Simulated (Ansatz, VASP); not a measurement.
One calculation of Sb, two programs

File INCAR:

```
SYSTEM = Sb
PREC = Accurate ; ENCUT = 520
EDIFF = 1E-7 ; ISMEAR = -1
SIGMA = 0.05 ; LREAL = .False.
LASPH = .True. ; NELM = 100
ALGO = Normal ; ISIF = 2
LWAVE = .False. ; LCHARG = .False.
GGA = PS ; NBANDS = 12
```

KPOINTS

```
regular mesh
0
Gamma
  9 9 5
  0 0 0
```

File POSCAR:

```
Sb
1.0
    3.3767485125      0.0000000000      0.0000000000
   -1.6883742563      2.9243499940      0.0000000000
    0.0000000000      0.0000000000      5.5063879352
Sb
2
Direct
    0.6666666667      0.3333333333      0.7500000000
    0.3333333333      0.6666666667      0.2500000000
```

The input input.yaml:

```yaml
crystal:
  lattice:
    - [3.3767485125, 0.0, 0.0]
    - [-1.6883742563, 2.924349994, 0.0]
    - [0.0, 0.0, 5.5063879352]
  atoms:
    - { symbol: Sb, position: [0.6666666667, 0.3333333333, 0.75] }
    - { symbol: Sb, position: [0.3333333333, 0.6666666667, 0.25] }
hamiltonian:
  xc: pbesol
  pseudopotentials: { kind: paw }
kpoints:
  mp_grid: { grid: [9, 9, 5] }
scf:
  occupations: { method: fermi_dirac, width: 0.05 }
output:
  forces: true
  stress: true
  eigenvalues: true
  write_density: true
  write_potential: true
  elf: true
  volumetric_format: npy
```

Change from the starting cell: volume scaled by 1.02.

Alike in both runs: task single point; functional PBEsol; k mesh 9 × 9 × 5; occupations fermi-dirac, width 0.05 eV; no spin polarisation.

|  | VASP | Ansatz |
| --- | --- | --- |
| version | VASP 6.6.1 | Ansatz 0.2.0 |
| potentials or method | VASP PAW PBE potentials, release 64 (Sb) | Ansatz PAW |
| plane-wave cutoff (eV) | 520 | 420 |
| valence electrons in the cell | 10 | 30 |

|  | VASP | Ansatz | Ansatz less VASP |
| --- | --- | --- | --- |
| gap on the k mesh at the Fermi level (eV) | none | none | - |
| pressure (GPa) | -2.8 | -2.7 | +0.03 |
| largest component of the traceless stress (GPa) | 0.26 | 0.26 | +0.003 |

A gap of «none» marks a metal or a gap that the smearing closes. The two sets of potentials don't hold the same shells in valence.

Caveats: the PAW data sets were made with another functional, which shifts forces and pressure a little (VASP); the PAW data sets come from PBE, with cores solved anew for the run's functional, which leaves a small shift of forces and pressure (Ansatz). The runs have no spin-orbit coupling, so splittings on Sb are missing.
